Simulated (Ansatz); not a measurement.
## ScAl: a vibration from a frozen displacement

Method: DFT r2SCAN, scalar-relativistic, plane waves, PAW (Ansatz). Cutoff 500 eV, Γ-centred 12×12×12 k-points, Gaussian smearing of 0.15 eV. No spin polarisation. Energies are free energies at this smearing, counted from the undisturbed cell; pressure is positive in compression.

Reference structure (relaxed at this level; with this scan's settings it stands at 0.1 GPa; it needn't be the usual structure):

```
Sc Al
1.0
    -3.36910    3.36910    3.36910
     3.36910   -3.36910    3.36910
     3.36910    3.36910   -3.36910
Sc Al
4 4
Cartesian
  1.6845 1.6845 1.6845
  1.6845 1.6845 -1.6845
  1.6845 -1.6845 1.6845
  -1.6845 1.6845 1.6845
  0.0000 3.3691 0.0000
  3.3691 0.0000 0.0000
  0.0000 0.0000 0.0000
  0.0000 0.0000 3.3691
```

Atom 5 (Al) is moved by x along the Cartesian unit vector (0.000, 0.000, -1.000); the cell and all other atoms stay fixed. The cell's volume is 152.97 Å³; the moved atoms weigh 26.982 u together and the others 260.768 u. Some rows repeat others by symmetry and weren't run.

```
  x (Å)  ΔE (meV/cell) total force on the moved atoms along the move (eV/Å) pressure (GPa)
-0.2000         123.71                                                1.2256          0.3911
-0.1750          94.93                                                1.0770          0.3194
-0.1500          69.88                                                0.9267          0.2572
-0.1000          31.15                                                0.6215          0.1615
-0.0500           7.80                                                0.3119          0.1040
 0.0000           0.00                                                0.0000          0.0848
 0.0500           7.80                                               -0.3119          0.1040
 0.1000          31.15                                               -0.6215          0.1615
 0.1500          69.88                                               -0.9267          0.2572
 0.1750          94.93                                               -1.0770          0.3194
 0.2000         123.71                                               -1.2256          0.3911
```

Problem. What frequency belongs to this motion?

Solution. The force constant is k = −dF/dx = 6.238 eV/Å², from the parabola through x = -0.0500, 0 and 0.0500. In every cell the moved atoms swing against the rest, so the mass is μ = m₁m₂/(m₁ + m₂) = 24.452 u, and ν̃ = 521.5 cm⁻¹ × √(|k|/μ) = 263 cm⁻¹. The pattern needn't be a normal mode: ν̃² is then a weighted mean of the squared nonzero frequencies at the zone centre of this cell, so it lies between the lowest and the highest of them.

Problem. How far does the harmonic law reach?

Solution. At x = -0.200 Å, kx²/2 = 124.76 meV against the computed 123.71 meV (-0.8 %): the well is still close to harmonic there.

Problem. The pressure changes with x². What does that say about the frequency under compression?

Solution. With E = k(V)x²/2, k ∝ V^(−2γ) and x scaling with the cell as V^(1/3), P − P0 = −∂E/∂V = (2γ − 2/3) ΔE/V. At x = 0.1000 Å, V(P − P0) = 152.97 × 0.07669 / 160.2 eV = 73.22 meV and ΔE = 31.15 meV, so γ = 1/3 + V(P − P0)/(2ΔE) = 1.51. This is the Grüneisen parameter of the motion under uniform scaling of the cell: shrinking the cell evenly by 1 % in volume raises the frequency by about 1.51 %.

In a metal these slopes depend on the k mesh and the smearing.

The aluminium atom sits in a single, nearly parabolic well. In this CsCl-type arrangement it is caged by a cube of scandium atoms, and any sideways shift shortens some Sc-Al contacts while stretching others. Short-range repulsion and the mixing of Al p with Sc d states probably supply most of the restoring force.

The inversion symmetry of the site removes the cubic term, so the slight softening at large x is a quartic effect. It fits a path that leads towards an open face of the cage rather than straight at a scandium atom. Cubic symmetry makes the harmonic force constant the same in every direction, but not the quartic term, so a move along the cube diagonal could well stiffen instead.

The Grüneisen parameter of 1.51 is ordinary for a metal and reflects contacts that stiffen as they shorten. Because the displacement mixes the optical mode of the primitive cell with zone-boundary modes, 263 cm⁻¹ shouldn't be assigned to a single optical line, and the positive curvature doesn't by itself establish dynamical stability.
